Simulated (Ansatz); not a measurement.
The system is La2O3.

```xyz
5
Lattice="6.2668 0.0000 0.0000 -3.1334 5.4272 0.0000 0.0000 0.0000 3.2998" Properties=species:S:1:pos:R:3 pbc="T T T"
La    3.1334    1.8091    1.6499
La    0.0000    3.6181    1.6499
O     3.1836    0.0000    0.0000
O    -1.5918    2.7571    0.0000
O     1.5416    2.6701    0.0000
```

The cell comes from a database or a generator and needn't be the stable form of this composition.

Base run:

- Program: Ansatz 0.2.0
- Functional: PBE0
- Potentials or basis: Ansatz PAW
- Cutoff: 420 eV (not typed: the program's choice for these potentials)
- k mesh: 4 × 4 × 6
- Occupations: fermi-dirac, width 0.05 eV
- Spin: no spin polarisation

Its results: band gap on the k mesh 3.51 eV, indirect (least direct gap 4.01 eV); pressure 0.4 GPa; largest force 0.059 eV/Å.

Problem. The run is repeated on the same cell with these changes: functional from PBE0 to HSE06. What comes out?

Solution. Band gap on the k mesh 2.76 eV, indirect (least direct gap 3.27 eV); pressure 0.3 GPa; largest force 0.060 eV/Å.

Caveats: the magnetic or orbital state may not be the lowest; spin-orbit coupling is left out, which moves the levels of the heavy elements; the PAW data sets come from PBE, with cores solved anew for the run's functional, which leaves a small shift of forces and pressure; the thresholds are loose for stress.
